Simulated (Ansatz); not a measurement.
# The I–V curve of a Ag/LiF/Ag junction, part 2 of 2

What current flows through Ag/LiF/Ag, and is the curve linear and symmetric? Both electrodes are Ag fcc(001); the barrier is LiF rock salt(001) (non-polar). In the first transport cell, after relaxation, the nearest pair of electrode and barrier is Ag–F at 2.96 Å, along the normal, too long for a bond, at the lower face and Ag–F at 2.96 Å, along the normal, too long for a bond, at the upper one. A gap without bonds adds to the barrier. All share a net of side 2.934 Å, which strains the lower electrode by +0.0 % and the barrier by +1.9 %, against typed lattice constants near PBE's. The first steps treat the bulk electrodes alone.

Ansatz 0.2.0; PBE DFT, plane waves, PAW files (the session's first sound run).

So far. Step 3 (Relaxation): The largest force component on a free atom ends at 0.0093 eV/Å. At one or more of this run's solves the program warned of density in the dipole ramp over its bound, where dipole, forces and levels can be off. Step 4 (Current against voltage): All 5 points reached self-consistency. On every other mesh point the currents change by up to 11 %. The leads' potential repeats within 77 meV, on the large side, so longer leads could move the currents.

## Step 5: Transmission over a wide range of energy

This step: PBE DFT, plane waves, PAW files; ballistic transmission by layer matching between semi-infinite leads (Ansatz 0.2.0).

System of this step: Ag/LiF/Ag. The cell holds 24 atoms: 16 Ag, 4 F and 4 Li. Cell: a = 2.934 Å, b = 2.934 Å, c = 54.754 Å, α = 90.0°, β = 90.0°, γ = 90.0°. Regions: left electrode, 8 atoms (8 Ag); barrier, 8 atoms (4 F and 4 Li); right electrode, 8 atoms (8 Ag). Vacuum lies along c.

The relaxed core is set between ideal electrode layers (this cell holds 4 atomic planes between the electrodes; where that differs from the relaxed slab, whole periods were copied in or cut out without a new relaxation), which the solver continues as semi-infinite leads. A wide energy window on a coarse mesh (12×12) shows where the Fermi level lies against the barrier's bands; the projected density of states shows how far the metals' states reach in.

input.yaml reads:

```yaml
crystal:
  lattice:
    - [2.934, 0.0, 0.0]
    - [0.0, 2.934, 0.0]
    - [0.0, 0.0, 54.7539313767]
  atoms:
    - { symbol: Ag, position: [0.5, 0.5, 0.1278447013] }
    - { symbol: Ag, position: [0.0, 0.0, 0.1655712331] }
    - { symbol: Ag, position: [0.5, 0.5, 0.2032977649] }
    - { symbol: Ag, position: [0.0, 0.0, 0.2410242967] }
    - { symbol: Ag, position: [0.5, 0.5, 0.2787508286] }
    - { symbol: Ag, position: [0.0, 0.0, 0.3164773604] }
    - { symbol: Ag, position: [0.5, 0.5, 0.3542038922] }
    - { symbol: Ag, position: [0.0, 0.0, 0.3909426678] }
    - { symbol: F, position: [0.0, 0.0, 0.4450039785] }
    - { symbol: Li, position: [0.5, 0.5, 0.4457437976] }
    - { symbol: F, position: [0.5, 0.5, 0.4817686619] }
    - { symbol: Li, position: [0.0, 0.0, 0.4816065017] }
    - { symbol: F, position: [0.0, 0.0, 0.5182313597] }
    - { symbol: Li, position: [0.5, 0.5, 0.5183935137] }
    - { symbol: F, position: [0.5, 0.5, 0.5549960371] }
    - { symbol: Li, position: [0.0, 0.0, 0.5542562211] }
    - { symbol: Ag, position: [0.5, 0.5, 0.6090573345] }
    - { symbol: Ag, position: [0.0, 0.0, 0.6457961078] }
    - { symbol: Ag, position: [0.5, 0.5, 0.6835226396] }
    - { symbol: Ag, position: [0.0, 0.0, 0.7212491714] }
    - { symbol: Ag, position: [0.5, 0.5, 0.7589757033] }
    - { symbol: Ag, position: [0.0, 0.0, 0.7967022351] }
    - { symbol: Ag, position: [0.5, 0.5, 0.8344287669] }
    - { symbol: Ag, position: [0.0, 0.0, 0.8721552987] }
kpoints:
  mp_grid: { grid: [10, 10, 1] }
scf:
  occupations: { method: fermi_dirac, width: 0.1 }
  max_iter: 150
hamiltonian:
  xc: pbe
output:
  transmission:
    kmesh: [12, 12]
    e_range: [-2, 3]
    de: 0.1
    leads: [[3, 4], [20, 21]]
  dos: { projected: true, e_range: [-6, 5], de: 0.05 }
  write_potential: true
  write_density: true
  volumetric_format: npy
```

On the command line:

```console
$ ansatz run input.yaml --threads 4 --pin off --max-ram 20480MiB --backend cpu --events-out ev --progress --plain --runs-dir out
```

It took 1.9 min on 4 threads of Arm Neoverse V1, shared host; peak memory 3.3 GiB.

This step gave:

```
free energy                                         : -125511.4399 eV
Fermi energy                                        : 9.607 eV
level to which the leads are filled                 : 0 eV from the Fermi level
transmission at the Fermi level (a spin, zone mean) : 9.22e-7
channels of the lower lead                          : 0.9236
channels of the upper lead                          : 0.9236
potential step in the lower lead                    : 9.9 meV
potential step in the upper lead                    : 13.5 meV
```

One spin. Table of transmission, zone mean by energy, zero at the Fermi level:

energy (eV), transmission, zone mean and a bar:
```
    -2.00    0.00000 ##
    -1.80    0.00000 ##
    -1.50    0.00000 #
    -1.30    0.00000 #
    -1.00    0.00000 
    -0.80    0.00000 
    -0.60    0.00000 
    -0.30    0.00000 
    -0.10    0.00000 
     0.00    0.00000 
     0.10    0.00000 
     0.40    0.00000 
     0.60    0.00000 
     0.90    0.00000 #
     1.10    0.00000 ##
     1.30    0.00000 ####
     1.60    0.00001 ################
     1.80    0.00001 ########
     2.00    0.00002 ##############################
     2.30    0.00000 #######
     2.50    0.00000 #
     2.80    0.00000 ##
     3.00    0.00000 ##
```

One spin. The open channels, zone mean by energy, zero at the Fermi level:

| energy (eV) | lower lead | upper lead |
| --- | --- | --- |
| -2.00 | 0.562 | 0.618 |
| -1.90 | 0.646 | 0.646 |
| -1.70 | 0.701 | 0.701 |
| -1.60 | 0.701 | 0.701 |
| -1.50 | 0.701 | 0.701 |
| -1.30 | 0.757 | 0.757 |
| -1.20 | 0.757 | 0.757 |
| -1.10 | 0.757 | 0.757 |
| -0.90 | 0.757 | 0.757 |
| -0.80 | 0.812 | 0.812 |
| -0.60 | 0.812 | 0.812 |
| -0.50 | 0.896 | 0.896 |
| -0.40 | 0.896 | 0.896 |
| -0.20 | 0.924 | 0.924 |
| -0.10 | 0.924 | 0.924 |
| 0.00 | 0.924 | 0.924 |
| 0.20 | 0.951 | 0.951 |
| 0.30 | 0.951 | 0.951 |
| 0.40 | 0.951 | 0.951 |
| 0.60 | 0.951 | 0.951 |
| 0.70 | 0.951 | 0.951 |
| 0.80 | 1.01 | 1.01 |
| 1.00 | 1.01 | 1.01 |
| 1.10 | 0.979 | 0.979 |
| 1.20 | 0.924 | 0.924 |
| 1.40 | 0.924 | 0.924 |
| 1.50 | 0.924 | 0.924 |
| 1.60 | 0.979 | 0.993 |
| 1.80 | 0.986 | 0.986 |
| 1.90 | 0.986 | 0.986 |
| 2.10 | 0.903 | 0.903 |
| 2.20 | 0.903 | 0.903 |
| 2.30 | 0.875 | 0.875 |
| 2.50 | 0.903 | 0.903 |
| 2.60 | 0.903 | 0.903 |
| 2.70 | 0.903 | 0.903 |
| 2.90 | 0.792 | 0.792 |
| 3.00 | 0.792 | 0.792 |

Transmission over k1 and k2. At 0.0000 eV from the Fermi level.

Ten even steps from '_' (0.00 × 1e-6) to '@' (8.16 × 1e-6):
```
__________..::..________
________________________
__________--++--________
________::------::______
__..__----__..__----__..
__::__++--..@@..--++__::
__..__----__..__----__..
________::------::______
__________--++--________
________________________
__________..::..________
________________________
```
Columns: k1 (b1) from -0.5 to 0.417; rows upwards: k2 (b2) from -0.5 to 0.417.

Open channels of the lower lead over k1 and k2. At 0.0000 eV from the Fermi level.

Values, 12 rows by 12 columns:
```
0.00 0.00 1.00 1.00 1.00 1.00 1.00 1.00 1.00 1.00 1.00 0.00
0.00 1.00 1.00 1.00 1.00 1.00 1.00 1.00 1.00 1.00 1.00 1.00
0.00 1.00 1.00 1.00 1.00 1.00 1.00 1.00 1.00 1.00 1.00 1.00
2.00 1.00 1.00 1.00 1.00 1.00 1.00 1.00 1.00 1.00 1.00 1.00
2.00 1.00 1.00 1.00 1.00 1.00 1.00 1.00 1.00 1.00 1.00 1.00
0.00 1.00 1.00 1.00 1.00 1.00 1.00 1.00 1.00 1.00 1.00 1.00
2.00 1.00 1.00 1.00 1.00 1.00 1.00 1.00 1.00 1.00 1.00 1.00
2.00 1.00 1.00 1.00 1.00 1.00 1.00 1.00 1.00 1.00 1.00 1.00
0.00 1.00 1.00 1.00 1.00 1.00 1.00 1.00 1.00 1.00 1.00 1.00
0.00 1.00 1.00 1.00 1.00 1.00 1.00 1.00 1.00 1.00 1.00 1.00
0.00 0.00 1.00 1.00 1.00 1.00 1.00 1.00 1.00 1.00 1.00 0.00
0.00 0.00 0.00 0.00 2.00 2.00 0.00 2.00 2.00 0.00 0.00 0.00
```
Columns: k1 (b1) from -0.5 to 0.417; rows upwards: k2 (b2) from -0.5 to 0.417.

Projected DOS an atom over height of the atomic layer and energy from the Fermi level. Layers: Ag Ag Ag Ag Ag Ag Ag Ag LiF LiF LiF LiF Ag Ag Ag Ag Ag Ag Ag Ag; projections on atoms miss part of the total, and the computed bands can run out at the top of the range; a column is the mean of 2 neighbouring layers, the last of those left over.

Values in states/eV, 22 rows by 10 columns, each cell a mean:
```
0.08 0.12 0.12 0.08 0.02 0.02 0.08 0.12 0.12 0.08
0.12 0.21 0.22 0.13 0.02 0.02 0.13 0.22 0.21 0.12
0.13 0.10 0.10 0.14 0.02 0.02 0.14 0.10 0.10 0.13
0.22 0.11 0.11 0.21 0.03 0.03 0.21 0.11 0.11 0.22
0.15 0.10 0.09 0.11 0.02 0.02 0.11 0.09 0.10 0.15
0.12 0.12 0.11 0.10 0.02 0.02 0.10 0.11 0.12 0.12
0.16 0.15 0.15 0.14 0.02 0.02 0.14 0.15 0.15 0.16
0.17 0.14 0.14 0.15 0.02 0.02 0.15 0.14 0.14 0.17
0.21 0.15 0.15 0.19 0.01 0.01 0.19 0.15 0.15 0.21
0.23 0.17 0.17 0.21 0.01 0.01 0.21 0.17 0.17 0.23
0.25 0.22 0.21 0.23 0.01 0.01 0.23 0.21 0.22 0.25
0.24 0.24 0.24 0.23 0.01 0.01 0.23 0.24 0.24 0.24
0.24 0.23 0.23 0.23 0.01 0.01 0.23 0.23 0.23 0.24
0.22 0.22 0.22 0.22 0.01 0.01 0.22 0.22 0.22 0.22
0.25 0.26 0.26 0.24 0.01 0.01 0.24 0.26 0.26 0.25
1.38 1.72 1.72 1.40 0.01 0.01 1.40 1.72 1.72 1.38
4.18 3.10 3.08 4.04 0.03 0.03 4.04 3.08 3.10 4.18
3.64 3.30 3.32 3.31 0.04 0.04 3.31 3.32 3.30 3.64
3.55 3.53 3.48 3.54 0.93 0.93 3.54 3.48 3.53 3.55
2.88 2.98 3.04 2.76 1.82 1.82 2.76 3.04 2.98 2.88
2.90 2.40 2.41 2.98 1.16 1.16 2.98 2.41 2.40 2.90
1.74 3.09 3.05 2.19 0.82 0.82 2.19 3.05 3.09 1.74
```
Columns: height of the atomic layer (Å) from 8.03 to 46.7 (not evenly spaced); rows upwards: energy from the Fermi level (eV) from -6 to 5.

At the Fermi level the transmission is 9.2e-7, as a zone mean for one spin on this coarse mesh. At the Fermi level the layers of this cell's barrier hold from 6.8e-4 to 0.023 states an eV and atom. In the worse lead the potential repeats within 14 meV, which the program lets pass.

## Step 6: A check of the settings

This step: PBE DFT, plane waves, PAW files; current against voltage, self-consistent between two reservoirs; changed: kpoints.mp_grid.kspacing = 0.3 (Ansatz 0.2.0).

System of this step: Ag/LiF/Ag. The cell holds 30 atoms: 22 Ag, 4 F and 4 Li. Cell: a = 2.934 Å, b = 2.934 Å, c = 67.148 Å, α = 90.0°, β = 90.0°, γ = 90.0°. Regions: left electrode, 11 atoms (11 Ag); barrier, 8 atoms (4 F and 4 Li); right electrode, 11 atoms (11 Ag). Vacuum lies along c.

The setting was drawn as a possible misstep, on purpose. Where the input is shown as a difference, that is against the step before, not the twin.

input.yaml reads:

```yaml
crystal:
  lattice:
    - [2.934, 0.0, 0.0]
    - [0.0, 2.934, 0.0]
    - [0.0, 0.0, 67.1479869834]
  atoms:
    - { symbol: Ag, position: [0.0, 0.0, 0.1042473545] }
    - { symbol: Ag, position: [0.5, 0.5, 0.1350103904] }
    - { symbol: Ag, position: [0.0, 0.0, 0.1657734263] }
    - { symbol: Ag, position: [0.5, 0.5, 0.1965364622] }
    - { symbol: Ag, position: [0.0, 0.0, 0.2272994981] }
    - { symbol: Ag, position: [0.5, 0.5, 0.258062534] }
    - { symbol: Ag, position: [0.0, 0.0, 0.2888255699] }
    - { symbol: Ag, position: [0.5, 0.5, 0.3195886058] }
[... 18 atom lines left out ...]
    - { symbol: Ag, position: [0.0, 0.0, 0.8034635378] }
    - { symbol: Ag, position: [0.5, 0.5, 0.8342265737] }
    - { symbol: Ag, position: [0.0, 0.0, 0.8649896096] }
    - { symbol: Ag, position: [0.5, 0.5, 0.8957526455] }
kpoints:
  mp_grid: { grid: [10, 10, 1], kspacing: 0.3 }
scf:
  occupations: { method: fermi_dirac, width: 0.1 }
  max_iter: 150
hamiltonian:
  xc: pbe
output:
  current_voltage:
    bias: [0.2, 0.5, 1.2, 2.0]
    kmesh: [18, 18]
    leads: [[4, 5], [24, 25]]
    electrode_ends: [10, 19]
  write_potential: true
  write_density: true
  volumetric_format: npy
```

It took 0.05 s on 4 threads; peak memory 0.075 GiB.

The input was rejected at the start.

The program's message: “Error: invalid value for `kpoints.mp_grid.kspacing`: mutually exclusive with `grid` — set one or the other”

The change that led to it: kpoints.mp_grid.kspacing = 0.3.

## Step 7: Results

```json
{
 "conductance at zero bias": "8.5e8 S/m²",
 "current density at +0.2 V": "1.7e8 A/m²",
 "current density at +0.5 V": "4.3e8 A/m²",
 "current density at +1.2 V": "1.0e9 A/m²",
 "current density at +2 V": "1.8e9 A/m²"
}
```

What this shows: At 2 V the junction carries 1.8e9 A/m². Against the linear law (zero-bias conductance times bias) the currents are 1.0 (+0.2 V), 1.0 (+0.5 V), 0.99 (+1.2 V) and 1.1 (+2 V) times as large. At the Fermi level the layers of the barrier in the wide-window run (4 planes) hold from 6.8e-4 to 0.023 states an eV and atom. On every other mesh point the current differs by up to 11 %, and the leads' misfit reaches 77 meV; ratios near 1 within such errors aren't resolved. Between 100 and 100 % of the bias drops across the junction. No spin-orbit coupling, phonons, disorder or image charges enter; the interfaces are ordered, one cell wide and lattice-matched by strain. Semilocal gaps are too small, which can bring a band edge of the barrier nearer to the Fermi level than it is.

[Logs are printed without paths, hosts, clocks, repeated set-up lines and the standing remarks that a program may print on its own settings, such as how far it seeks lower states.]

[Hosts, paths, dates, database ids (printed as entryN), source tags and the programs' standing remarks are cut or masked in the printed files.]
